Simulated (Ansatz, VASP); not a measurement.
This is a calculation of Si for Ansatz 0.2.0.

Contents of input.yaml:

```yaml
crystal:
  lattice:
    - [2.6626127233, -0.062864833, -0.00683095]
    - [-1.3848295368, 2.2453857993, 0.04189651]
    - [-0.0068472264, 0.0418839303, 2.48776073]
  atoms:
    - { symbol: Si, position: [0.0, 0.0, 0.0] }
hamiltonian:
  xc: pbe
  pseudopotentials: { kind: paw }
kpoints:
  mp_grid: { grid: [12, 12, 11] }
scf:
  occupations: { method: fermi_dirac, width: 0.05 }
output:
  forces: true
  stress: true
  eigenvalues: true
```

Potentials or basis: Ansatz PAW.

The run is started by

```console
$ ansatz run input.yaml --threads 2 --pin off --max-ram 5632MiB --backend cpu --events-out ev --progress --plain --runs-dir out
```

Q: Set up the same calculation for VASP 6.6.1. Potentials there: VASP PAW PBE potentials, release 64 (Si).

A: As run (the cutoff follows the program's own potentials):

Contents of INCAR:

```
SYSTEM = Si
PREC     = Accurate       ! precision mode
ENCUT    = 520            ! plane-wave cutoff, eV
EDIFF    = 1E-6           ! SCF threshold, eV
ISMEAR   = -1             ! smearing method
SIGMA    = 0.05           ! smearing width, eV
LREAL    = .FALSE.        ! projectors in reciprocal space
LASPH    = .TRUE.         ! aspherical terms in the spheres
NELM     = 80             ! most SCF steps
ALGO     = Normal         ! electronic algorithm
ISIF     = 2              ! what is computed and relaxed
LWAVE    = .FALSE.        ! write WAVECAR
LCHARG   = .FALSE.        ! write CHGCAR
GGA      = PE             ! functional
```

The input KPOINTS:

```
regular mesh
0
G
  12 12 11
  0 0 0
```

File POSCAR:

```
Si
1.0
    2.6626127233     -0.0628648330     -0.0068309500
   -1.3848295368      2.2453857993      0.0418965100
   -0.0068472264      0.0418839303      2.4877607300
Si
1
Direct
    0.0000000000      0.0000000000      0.0000000000
```

Potentials or basis: VASP PAW PBE potentials, release 64 (Si).

Launch:

```bash
$ cat potpaw_PBE.64/Si/POTCAR > POTCAR
$ mpirun -np 1 vasp_std > vasp.out
```

Both were run:

|  | VASP | Ansatz | Ansatz less VASP |
| --- | --- | --- | --- |
| gap on the k mesh at the Fermi level (eV) | none | none | - |
| pressure (GPa) | 3.6 | 3.6 | +0.06 |
| largest component of the traceless stress (GPa) | 3.82 | 3.83 | +0.005 |

A gap of «none» marks a metal or a gap that the smearing closes.
